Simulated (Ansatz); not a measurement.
## 2H-VSSe monolayer in a perpendicular field

What dipole does a perpendicular field induce in the 2H-VSSe monolayer? A positive field points along +c.

Method: plane-wave DFT, PBE-D3(BJ), Ansatz PAW, in Ansatz 0.2.0.

## 1. Set-up

The cell holds 3 atoms: 1 Se, 1 V and 1 S. Cell: a = 3.250 Å, b = 3.250 Å, c = 37.766 Å, α = 90.0°, β = 90.0°, γ = 120.0°. Vacuum lies along c.

## 2. Relaxation

The starting cell is a guess, so the in-plane lattice and the atoms are relaxed first, with the slab cut off from its images along the normal.

The input, input.yaml:

```yaml
crystal:
  lattice:
    - [3.25, 0.0, 0.0]
    - [-1.625, 2.8145825623, 0.0]
    - [0.0, 0.0, 37.7660927913]
  atoms:
    - { symbol: Se, position: [0.3333333333, 0.6666666667, 0.4554349875] }
    - { symbol: V, position: [0.0, 0.0, 0.5029758306], spin: 1.0 }
    - { symbol: S, position: [0.3333333333, 0.6666666667, 0.5445650125] }
  periodic: [true, true, false]
magnetization:
  spin_polarized: true
kpoints:
  mp_grid: { grid: [12, 12, 1] }
hamiltonian:
  xc: pbe
  dispersion: d3bj
scf:
  occupations: { method: fermi_dirac, width: 0.05 }
  convergence: { dr2_threshold: 1.0e-09 }
relax:
  f_tol: 0.004
  max_steps: 90
  cell: {}
output:
  write_potential: true
  write_density: true
  volumetric_format: npy
```

Launch:

```bash
$ ansatz run input.yaml --threads 2 --pin off --max-ram 3072MiB --backend cpu --events-out ev --progress --plain --runs-dir out
```

Numbers of over 12 decimals in the logs are rounded to 6 here.

The program printed:

```text
Warning: relax.cell: scf.convergence.dr2_threshold = 1e-9 eV is looser than the 1.6792382221e-10 eV advised for a relaxation that steers and ends on the stress (1e-10 eV for each atom of the cell: 3, times the square of relax.cell.stress_2d_tol = 0.05 N/m over 13.4 Å (the atoms' height at the walk's start and 5 Å past either face), 3.741e-2 GPa, over a crystal's default 0.05). What an SCF threshold leaves in a stress goes as its square root, and in the free energy as the threshold itself, and one threshold admits the most on a small cell: [figures from the program's tests cut] Set scf.convergence.dr2_threshold to 1.6792382221e-10 eV or tighter. [rest of the remark cut]
Engine: ansatz 0.2.0, x86_64-unknown-linux-gnu
Pseudopotentials: kind: paw
Pseudopotential: Se, paw, valence charge 16, recommended cutoff 420 eV (normal), Se.paw.azcp
Pseudopotential: V, paw, valence charge 13, recommended cutoff 420 eV (normal), V.paw.azcp
Pseudopotential: S, paw, valence charge 6, recommended cutoff 420 eV (normal), S.paw.azcp
Functional definition: PBE
  parameter kappa = 0.804
  parameter beta = 0.066725
  exchange = pbe_x(kappa = kappa, mu = beta*pi^2/3)
  correlation = pbe_c(beta = beta)
Crystal: 3 atoms, lattice volume = 345.461 Å³
Basis set: ecut = 420 eV, 6895 PW (Γ), exchange–correlation on 48×48×512 points (8 copies of the dense FFT grid, shifted against one another)
Bands: 22, of which v1, the nominal top of the filled ones, is band 18 counted from 1 (17 counted from 0)
Symmetry: 6 space group operations
Space group: P3m1 (ITA 156), of the structure as read, at distance tolerance 7.0e-5 Å
Magnetic group: BNS 156.49 (UNI 1279), of the structure as read, at distance tolerance 7.0e-5 Å
k-points: 19 of 144 (time reversal used)
Non-local potential: Se, projectors of the file, l = 0: 2, l = 1: 2, l = 2: 3, l = 3: 1
Non-local potential: V, projectors of the file, l = 0: 3, l = 1: 2, l = 2: 3, l = 3: 1
Non-local potential: S, projectors of the file, l = 0: 2, l = 1: 2, l = 2: 2
PAW form: soft (Blöchl's): semilocal exchange-correlation on the pseudo side does not see the compensation charge
PAW one-centre angular grid: Se, 590 points (default); XC on 64 Gauss nodes
PAW one-centre angular grid: V, 590 points (default); XC on 64 Gauss nodes
PAW one-centre angular grid: S, 110 points (default); XC on 64 Gauss nodes
Initial density: superposition of atomic densities (neutral atoms: chi_scale 0, normalization atom)
Starting moments: Σ|m| = 1 μB on 1 of 3 sites
Initial wavefunctions: pseudopotential atomic-orbital guess
Functional: x = pbe(κ = 0.804, μ = 0.219515), c = pbe(β = 0.066725)
SCF iter   1: F=—  HF=-9287.344346 eV  |F-HF|=—  |Δ(HF+E_count)|=         —  Δρ=1.24e-2 (↑1.24e-2 ↓1.01e-2)  dr2=2.47e0  dr2_m=2.83e-2  M=0.848 μB ∫|m|=1.030 μB  β_m=0.30  ethr=3.10e-3  ⟨swp⟩=14.6  Hψ=6321  notcnv=0
Mixer restart at iter 1: flushing history
preconditioner: auto → LDOS  [metal: Δε(μ)=0.119 eV  Ē_g=7.209 eV  σ=0.050 eV  W_gap=0.42  n_scr=22 (ndim 8)  ℏωp=8.2 eV  f_vac=0.801  D(μ)=1.33/eV (n_scr^D=10)]
spin=Collinear: LDOS preconditioning applied to the charge; magnetization (m = ρ↑ − ρ↓) channel mixes plain (no charge-response kernel on spin).
SCF iter   2: F=—  HF=-9286.660205 eV  |F-HF|=—  |Δ(HF+E_count)|=   6.84e-1  Δρ=6.21e-3 (↑6.21e-3 ↓6.05e-3)  dr2=5.09e-1  dr2_m=1.13e-2  M=0.881 μB ∫|m|=1.080 μB  β_m=0.40  ethr=3.10e-3  ⟨swp⟩=2.9  Hψ=1654  notcnv=0
SCF iter   3: F=—  HF=-9286.535169 eV  |F-HF|=—  |Δ(HF+E_count)|=   1.25e-1  Δρ=2.74e-3 (↑2.05e-3 ↓2.74e-3)  dr2=4.00e-2  dr2_m=4.14e-3  M=0.922 μB ∫|m|=1.135 μB  β_m=0.57  ethr=1.46e-3  ⟨swp⟩=3.4  Hψ=1890  notcnv=0
SCF iter   4: F=—  HF=-9286.575290 eV  |F-HF|=—  |Δ(HF+E_count)|=         —  Δρ=1.97e-3 (↑1.01e-3 ↓1.97e-3)  dr2=1.23e-2  dr2_m=5.57e-3  M=0.976 μB ∫|m|=1.253 μB  β_m=0.57  ethr=1.14e-4  ⟨swp⟩=3.6  Hψ=2045  notcnv=0
SCF iter   5: F=—  HF=-9286.581236 eV  |F-HF|=—  |Δ(HF+E_count)|=   5.95e-3  Δρ=1.07e-3 (↑7.92e-4 ↓1.07e-3)  dr2=1.40e-3  dr2_m=2.59e-3  M=0.987 μB ∫|m|=1.301 μB  β_m=0.78  ethr=3.52e-5  ⟨swp⟩=2.6  Hψ=1385  notcnv=0
SCF iter   6: F=—  HF=-9286.583378 eV  |F-HF|=—  |Δ(HF+E_count)|=         —  Δρ=7.32e-4 (↑7.32e-4 ↓3.73e-4)  dr2=1.07e-2  dr2_m=7.08e-4  M=0.991 μB ∫|m|=1.340 μB  β_m=0.78  ethr=3.99e-6  ⟨swp⟩=3.4  Hψ=1878  notcnv=0
SCF iter   7: F=—  HF=-9286.582861 eV  |F-HF|=—  |Δ(HF+E_count)|=   5.17e-4  Δρ=2.23e-4 (↑2.23e-4 ↓2.11e-4)  dr2=3.95e-3  dr2_m=3.94e-5  M=0.994 μB ∫|m|=1.371 μB  β_m=0.63  ethr=3.99e-6  ⟨swp⟩=3.2  Hψ=1632  notcnv=0
SCF iter   8: F=—  HF=-9286.582695 eV  |F-HF|=—  |Δ(HF+E_count)|=   1.66e-4  Δρ=6.57e-5 (↑4.91e-5 ↓6.57e-5)  dr2=1.61e-4  dr2_m=3.47e-6  M=0.993 μB ∫|m|=1.366 μB  β_m=0.78  ethr=3.99e-6  ⟨swp⟩=2.4  Hψ=1192  notcnv=0
SCF iter   9: F=—  HF=-9286.582704 eV  |F-HF|=—  |Δ(HF+E_count)|=   9.93e-6  Δρ=2.41e-5 (↑1.64e-5 ↓2.41e-5)  dr2=3.47e-5  dr2_m=2.41e-7  M=0.993 μB ∫|m|=1.366 μB  β_m=0.74  ethr=4.61e-7  ⟨swp⟩=2.1  Hψ=1172  notcnv=0
SCF iter  10: F=—  HF=-9286.582705 eV  |F-HF|=—  |Δ(HF+E_count)|=   2.76e-7  Δρ=7.01e-6 (↑3.92e-6 ↓7.01e-6)  dr2=3.42e-7  dr2_m=7.90e-8  M=0.993 μB ∫|m|=1.366 μB  β_m=0.73  ethr=9.91e-8  ⟨swp⟩=2.2  Hψ=1164  notcnv=0
SCF iter  11: F=—  HF=-9286.582705 eV  |F-HF|=—  |Δ(HF+E_count)|=   2.43e-9  Δρ=3.50e-6 (↑3.50e-6 ↓2.12e-6)  dr2=1.17e-7  dr2_m=1.41e-8  M=0.993 μB ∫|m|=1.367 μB  β_m=0.63  ethr=9.77e-10  ⟨swp⟩=3.6  Hψ=1807  notcnv=0
SCF iter  12: F=—  HF=-9286.582705 eV  |F-HF|=—  |Δ(HF+E_count)|=   5.98e-9  Δρ=9.31e-7 (↑9.31e-7 ↓7.79e-7)  dr2=7.72e-9  dr2_m=1.39e-9  M=0.993 μB ∫|m|=1.367 μB  β_m=0.77  ethr=3.34e-10  ⟨swp⟩=2.8  Hψ=1342  notcnv=0
SCF iter  13: F=—  HF=-9286.582705 eV  |F-HF|=—  |Δ(HF+E_count)|=   1.58e-8  Δρ=5.35e-7 (↑5.35e-7 ↓4.43e-7)  dr2=1.33e-8  dr2_m=7.76e-11  M=0.993 μB ∫|m|=1.367 μB  β_m=0.77  ethr=2.21e-11  ⟨swp⟩=3.4  Hψ=1885  notcnv=0
SCF iter  14: F=—  HF=-9286.582705 eV  |F-HF|=—  |Δ(HF+E_count)|=   2.14e-9  Δρ=1.39e-7 (↑1.39e-7 ↓1.23e-7)  dr2=4.42e-10  dr2_m=3.59e-11  M=0.993 μB ∫|m|=1.367 μB  β_m=0.81  ethr=2.21e-11  ⟨swp⟩=2.8  Hψ=1296  notcnv=0
SCF iter  15: F=-9286.582705 eV  HF=-9286.582705 eV  |F-HF|=3.80e-10  |Δ(HF+E_count)|=   1.33e-9  Δρ=9.66e-8 (↑9.66e-8 ↓5.26e-8)  dr2=9.82e-11  dr2_m=2.91e-12  M=0.993 μB ∫|m|=1.367 μB  ethr=1.26e-12  ⟨swp⟩=7.7  Hψ=5417  notcnv=0
SCF 1 converged in 15 iterations: F = -9286.582705 eV  dr2 = 9.82e-11
  greatest PAW one-centre occupation: 1.000 electrons in one spin orbital (limit 2), on the Se atom at site 0 (counted from 0), in its partial waves of l = 2
[...]
SCF iter  11: F=—  HF=-9286.872347 eV  |F-HF|=—  |Δ(HF+E_count)|=   1.40e-8  Δρ=1.45e-7 (↑1.45e-7 ↓1.22e-7)  dr2=1.41e-9  dr2_m=1.55e-11  M=0.938 μB ∫|m|=1.161 μB  β_m=0.87  ethr=9.19e-12  ⟨swp⟩=2.7  Hψ=1253  notcnv=0
SCF iter  12: F=—  HF=-9286.872347 eV  |F-HF|=—  |Δ(HF+E_count)|=   2.14e-9  Δρ=3.28e-8 (↑3.28e-8 ↓2.78e-8)  dr2=3.08e-11  dr2_m=2.58e-13  M=0.938 μB ∫|m|=1.161 μB  β_m=0.77  ethr=4.02e-12  ⟨swp⟩=2.7  Hψ=1205  notcnv=0
SCF iter  13: F=-9286.872347 eV  HF=-9286.872347 eV  |F-HF|=2.18e-10  |Δ(HF+E_count)|=  1.66e-10  Δρ=1.11e-8 (↑1.11e-8 ↓1.11e-8)  dr2=8.12e-12  dr2_m=1.89e-14  M=0.938 μB ∫|m|=1.161 μB  ethr=1.00e-12  ⟨swp⟩=7.1  Hψ=4831  notcnv=0
SCF 3 converged in 13 iterations: F = -9286.872347 eV  dr2 = 8.12e-12
relax step   3: F+E_penalty+E_count = -9286.87234702 eV  Δ(F+E_penalty+E_count) = -4.154e-2 eV  max|allowed force component| = 1.891e-1 eV/Å  Δτ_max = 0.0609 Å  P = -0.627 N/m  Ω = 341.232 Å³  energy of the carried Pulay correction = +9.382e-5 eV  fix = [c, alpha, beta]  reactions: c -0.000 N/m  (13 SCF iters, accepted)
[...]
relax step   4: F+E_penalty+E_count = -9286.87477809 eV  Δ(F+E_penalty+E_count) = -2.431e-3 eV  max|allowed force component| = 4.048e-2 eV/Å  Δτ_max = 0.0065 Å  P = -0.098 N/m  Ω = 339.181 Å³  energy of the carried Pulay correction = +1.397e-4 eV  fix = [c, alpha, beta]  reactions: c -0.000 N/m  (10 SCF iters, accepted)
[...]
relax step   5: F+E_penalty+E_count = -9286.87487347 eV  Δ(F+E_penalty+E_count) = -9.537e-5 eV  max|allowed force component| = 2.787e-3 eV/Å  Δτ_max = 0.0022 Å  P = +0.003 N/m  Ω = 338.869 Å³  energy of the carried Pulay correction = +1.467e-4 eV  fix = [c, alpha, beta]  reactions: c +0.000 N/m  (10 SCF iters, accepted)
Initial wavefunctions: pseudopotential atomic-orbital guess (no wavefunctions were taken with the density)
iter 1 solved again at ethr=2.38e-8 eV; its pass at ethr=3.10e-3 eV (dr2=8.34e-6 eV) is discarded
SCF iter   1: F=—  HF=-9286.874710 eV  |F-HF|=—  |Δ(HF+E_count)|=         —  Δρ=4.73e-6 (↑4.44e-6 ↓4.73e-6)  dr2=1.54e-7  dr2_m=1.72e-9  M=0.914 μB ∫|m|=1.118 μB  β_m=0.65  ethr=2.38e-8  ⟨swp⟩=7.4  Hψ=10697  notcnv=0
preconditioner: auto → LDOS  [metal: Δε(μ)=0.081 eV  Ē_g=7.216 eV  σ=0.050 eV  W_gap=0.34  n_scr=18 (ndim 8)  ℏωp=8.3 eV  f_vac=0.813  D(μ)=0.99/eV (n_scr^D=8)]
spin=Collinear: LDOS preconditioning applied to the charge; magnetization (m = ρ↑ − ρ↓) channel mixes plain (no charge-response kernel on spin).
SCF iter   2: F=—  HF=-9286.874707 eV  |F-HF|=—  |Δ(HF+E_count)|=   3.13e-6  Δρ=2.11e-6 (↑2.11e-6 ↓2.06e-6)  dr2=1.85e-7  dr2_m=3.88e-10  M=0.914 μB ∫|m|=1.118 μB  β_m=0.47  ethr=4.40e-10  ⟨swp⟩=3.0  Hψ=1740  notcnv=0
SCF iter   3: F=—  HF=-9286.874707 eV  |F-HF|=—  |Δ(HF+E_count)|=   7.23e-9  Δρ=1.61e-6 (↑1.61e-6 ↓1.38e-6)  dr2=4.06e-8  dr2_m=3.56e-10  M=0.914 μB ∫|m|=1.118 μB  β_m=0.45  ethr=4.40e-10  ⟨swp⟩=2.7  Hψ=1137  notcnv=0
SCF iter   4: F=—  HF=-9286.874707 eV  |F-HF|=—  |Δ(HF+E_count)|=   1.35e-8  Δρ=6.19e-7 (↑6.19e-7 ↓5.83e-7)  dr2=2.19e-9  dr2_m=3.55e-11  M=0.914 μB ∫|m|=1.118 μB  β_m=0.52  ethr=1.16e-10  ⟨swp⟩=2.2  Hψ=1134  notcnv=0
SCF iter   5: F=—  HF=-9286.874707 eV  |F-HF|=—  |Δ(HF+E_count)|=   2.26e-8  Δρ=2.51e-7 (↑2.51e-7 ↓2.10e-7)  dr2=3.50e-10  dr2_m=8.21e-12  M=0.914 μB ∫|m|=1.118 μB  β_m=0.59  ethr=6.26e-12  ⟨swp⟩=3.4  Hψ=1848  notcnv=0
SCF iter   6: F=-9286.874707 eV  HF=-9286.874707 eV  |F-HF|=2.34e-9  |Δ(HF+E_count)|=   1.14e-8  Δρ=9.58e-8 (↑9.58e-8 ↓7.27e-8)  dr2=1.23e-10  dr2_m=1.83e-12  M=0.914 μB ∫|m|=1.118 μB  ethr=1.00e-12  ⟨swp⟩=9.4  Hψ=5935  notcnv=0
SCF 6 converged in 6 iterations: F = -9286.874707 eV  dr2 = 1.23e-10
relax step   6: F+E_penalty+E_count = -9286.87470664 eV  Δ(F+E_penalty+E_count) = +1.668e-4 eV  max|allowed force component| = 2.756e-3 eV/Å  Δτ_max = 0.0000 Å  P = +0.005 N/m  Ω = 338.869 Å³  fix = [c, alpha, beta]  reactions: c +0.000 N/m  stress off target by 5.29e-3 N/m on what of the cell is left free  SCF on the basis re-selected at this cell (its energy is not comparable with the rows above)  (6 SCF iters)
basis re-selected at this cell: Δ(F+E_penalty+E_count) = +1.668e-4 eV, ΔP = +0.002 N/m vs the last step (what re-selecting the basis moved, of the pressure what is left beyond the Pulay correction that the steps carried, after the strain that the cell walked since its last selection, with what the two solves' SCF thresholds leave and, on support functions, any second-order correction that the steps lacked; it is no m [...]
WARN: The output density's exchange-correlation potential varies sharply where the density is thin. Do not read a vacuum level from v_tot or v_xc, or from such a field of the output density. On a cell that repeats whose density bears no net charge and no dipole along the vacuum's axis use v_es (v_loc + v_h of the components); under efield.dipole_correction with no amplitude use v_es + v_field, which holds any externa [...]
SCF converged after 6 iterations
Magnetization: 0.9143 μB (17.9572 up, 17.0428 down)
Absolute magnetization: 1.1143 μB (∫|ρ↑−ρ↓|, with the PAW one-centre terms)
Spin contamination: 0.0203 ħ² per cell (⟨S²⟩ above its minimum at these occupations)
Per-site moments (μB) at R_I (Å): [(-0.047794, 1.028682), (0.749005, 0.965552), (-0.00134755, 0.965552)]
Free energy (F): -9286.874707 eV
Harris-Foulkes:  -9286.874707 eV  (|F-HF|=2.34e-9)
Internal energy: -9286.866520 eV  (E = F + TS)
E sigma→0 (E₀):  -9286.870613 eV
Entropy (-TS):   -0.008187 eV (-2.729 meV/atom)
Fermi energy:    -5.568374 eV
--- Per-component energies (eV) ---
  E_band       = -1111.171390
  E_kinetic    = 562.761638
  E_local      = -102380.583167  (includes V_loc(G=0)·N_el)
  E_nonlocal   = -613.131192
  E_hartree    = 50827.549346
  E_xc         = -332.436728
  E_vxc        = -351.848778  (∫ρ·V_xc dr)
  E_paw        = -3624.168403  (= ΣΔE_a)
  E_vpaw       = 16.532670  (= ΣTr[D̂ρ^β])
  E_aug_tail   = -0.000334  (compensation charges beyond the density's cutoff)
  E_ewald      = 46274.077939
  E_disp       = -0.935617  (pairwise vdW)
  E_smearing   = -0.008187  (= −TS)
  E_closure    = 0.000000  (closes the sum)
  Σ components = -9286.874707   (vs F -9286.874707, Δ=0.00e0)
--- Forces (eV/Å), atoms counted from 1 ---
  atom   1  Se     0.00000000     0.00000000     0.00021060
  atom   2  V      0.00000000    -0.00000000    -0.00275566
  atom   3  S      0.00000000     0.00000000     0.00254472
  max |Σ_I F_I| component: 3.35e-7 eV/Å
--- 2D stress c σ (N/m, compression-positive) ---
        0.005288       0.000000       0.000000
        0.000000       0.005288       0.000000
        0.000000       0.000000       0.000000
  P = ½ c Tr σ = 0.0053 N/m
--- Band table (eV; the first three rows and the last of 38) ---
  k-point 0 ↑: bands = [... 14 lower, -7.3581, -6.3940, -6.3940, -5.5109, -2.9875, -2.9875, -2.6879, -2.6879]
  k-point 1 ↑: bands = [... 14 lower, -7.3934, -6.4971, -6.4552, -5.5473, -3.2087, -3.1278, -2.9992, -2.7496]
  k-point 2 ↑: bands = [... 14 lower, -7.6049, -6.7016, -6.6623, -5.7214, -3.8455, -3.4335, -3.3157, -2.6282]
  k-point 18 ↓: bands = [... 14 lower, -8.8080, -8.6978, -6.9879, -4.8621, -3.7635, -3.0366, -2.7596, -1.8107]
  the weakly bound empty levels are not read free of the cell's end (no_gap_told)
--- Relaxed structure (5 steps of the walk, 5 accepted, 1 SCFs on fresh bases) ---
  F+E_penalty+E_count = -9286.87470664 eV   max|allowed force component| = 2.756e-3 eV/Å   (the final SCF, on the basis selected at the relaxed cell)
  cell:  # Å, volume = 338.8690 Å³
    - [3.218841, 0.0, 0]
    - [-1.609421, 2.787598, 0]
    - [0, 0, 37.7660927913]
  atoms:
    - { symbol: Se, position: [0.333333, 0.666667, 0.459076] }
    - { symbol: V, position: [2.274322849560669e-19, -3.700743415524894e-17, 0.503108] }
    - { symbol: S, position: [0.333333, 0.666667, 0.540792] }
```

Wall time 75 s (2 threads of AMD EPYC 7B13 (Zen 3), shared host); peak memory 0.76 GiB.

Step by step:

```csv
step,energy less that of the first step (eV),largest force component (eV/Å),volume (Å³)
1,0.0000,1.9252,345.46
2,-0.2481,0.9526,346.63
3,-0.2896,0.1891,341.23
4,-0.2921,0.0405,339.18
5,-0.2922,0.0028,338.87
6*,-0.2920,0.0028,338.87
```

Relaxation steps marked * repeat the geometry before them on a plane-wave basis chosen anew for their cell, so energy and pressure can jump there.

The run keeps the 6 symmetry operations that it works with, so distortions that break them were not tested.

| cell as run | before | after | change |
| --- | --- | --- | --- |
| a (Å) | 3.250 | 3.219 | -1.0 % |
| b (Å) | 3.250 | 3.219 | -1.0 % |

The atoms that moved most (Å, along periodic axes as changes of fractional coordinates times the final cell, across vacuum about the mean position):

| atom | dx | dy | dz | length |
| --- | --- | --- | --- | --- |
| S3 | 0.000 | 0.000 | -0.143 | 0.143 |
| Se1 | 0.000 | 0.000 | 0.138 | 0.138 |

The relaxed structure:

```xyz
3
Lattice="3.2188 0.0000 0.0000 -1.6094 2.7876 0.0000 0.0000 0.0000 37.7661" Properties=species:S:1:pos:R:3
Se    0.0000    1.8584   17.3375
V     0.0000    0.0000   19.0004
S     0.0000    1.8584   20.4236
```

This step gave:

```
energy at zero smearing : -9286.8706 eV
total moment            : 0.9143 μB
site moments            : -0.04779, 0.7490, -0.001348 μB
```

Site moment by atom:

| atom | site moment (μB) |
| --- | --- |
| Se1 | -0.048 |
| V2 | 0.749 |
| S3 | -0.001 |

The lattice constant a goes from 3.250 to 3.219 Å.

[end of part 1 of 3]

[Logs are printed without paths, hosts, clocks, repeated set-up lines and the standing remarks that a program may print on its own settings, such as how far it seeks lower states.]

[Hosts, paths, dates, database ids (printed as entryN), source tags and the programs' standing remarks are cut or masked in the printed files.]

[Maps of the electrostatic potential energy from Ansatz leave out the sawtooth potential of an applied field or a dipole correction, so their vacuum need not be flat; planar profiles and work functions include it.]
